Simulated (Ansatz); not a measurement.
Crystal: TePt.

```xyz
4
Lattice="1.9816 1.1441 6.6610 -1.9816 1.1441 6.6610 0.0000 -2.2881 6.6610" Properties=species:S:1:pos:R:3 pbc="T T T"
Pt    0.0000    0.0000    2.5911
Pt    0.0000    0.0000   17.3920
Te    0.0000    0.0000    8.0332
Te    0.0000    0.0000   11.9499
```

- Program: Ansatz 0.2.0
- Task: relaxation of cell and atoms
- Functional: PBEsol
- Dispersion: D4
- Potentials or basis: Ansatz PAW
- Cutoff: 420 eV (not typed: the program's choice for these potentials)
- k mesh: 8 × 8 × 8
- Occupations: fermi-dirac, width 0.05 eV
- Spin: no spin polarisation

At the start: volume 22.65 Å³/atom.

Task: Where does the relaxation end?

Result: It ends after 7 steps and the volume is 21.68 Å³/atom (-4.3 %); space group R-3m (No. 166, to 0.05 Å).

Step by step:
```csv
step,energy change (eV),largest force (eV/Å),volume (Å³)
1,0.0000,0.1857,90.60
2,-0.0341,0.1711,87.59
3,-0.0407,0.1225,87.23
4,-0.0431,0.0598,86.74
5,-0.0432,0.0291,86.65
6,-0.0434,0.0010,86.73
7,-0.0423,0.0013,86.73
```

Final structure:
```xyz
4
Lattice="1.9699 1.1373 6.4518 -1.9699 1.1373 6.4518 0.0000 -2.2747 6.4518" Properties=species:S:1:pos:R:3 pbc="T T T"
Pt    0.0000    0.0000    2.5043
Pt    0.0000    0.0000   16.8512
Te    0.0000    0.0000    7.7233
Te    0.0000    0.0000   11.6322
```

Caveat: the plane-wave basis is chosen anew once the cell has moved, so the energies of steps on either side of that aren't comparable; pairwise dispersion overbinds metals, which lowers pressure and volume; the PAW data sets come from PBE, with cores solved anew for the run's functional, which leaves a small shift of forces and pressure.
